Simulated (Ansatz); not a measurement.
# Carrier properties of ZnTe (F-43m)

```
CELL_PARAMETERS angstrom
      0.00000     3.05676     3.05676
      3.05676     0.00000     3.05676
      3.05676     3.05676     0.00000
ATOMIC_POSITIONS crystal
  Zn 0.50000 0.50000 0.50000
  Te 0.25000 0.25000 0.25000
```

Method: r2SCAN with spin-orbit coupling, rigid bands (plane waves, PAW; Ansatz, a quantum-chemistry and plane-wave program). How the cell was made: cell and atoms relaxed with r2SCAN.

```json
{
  "band_gap": "1.52 eV",
  "electron conductivity mass (300 K, dilute)": "0.118 mₑ",
  "hole conductivity mass (300 K, dilute)": "0.48 mₑ",
  "effective density of states N_c (300 K)": "9.9e17 cm⁻³",
  "effective density of states N_v (300 K)": "1.6e19 cm⁻³",
  "density_of_states_mass_electrons": "0.116 mₑ",
  "density_of_states_mass_holes": "0.75 mₑ",
  "Seebeck coefficient, n-type 1e19 cm⁻³, 300 K": "-73 μV/K",
  "best n-type power factor at 300 K for τ = 10 fs (best axis; densities from 1e16 to 1e21 cm⁻³ tried, whether or not they can be reached)": "10.8 μW/(cm·K²) at 3e20 cm⁻³",
  "Seebeck coefficient, p-type 1e19 cm⁻³, 300 K": "261 μV/K",
  "best p-type power factor at 300 K for τ = 10 fs (best axis; densities from 1e16 to 1e21 cm⁻³ tried, whether or not they can be reached)": "5.5 μW/(cm·K²) at 1e20 cm⁻³"
}
```

Rigid bands; masses and Seebeck coefficients take one relaxation time τ for all states and one kind of carrier; polarons and phonon drag are left out.
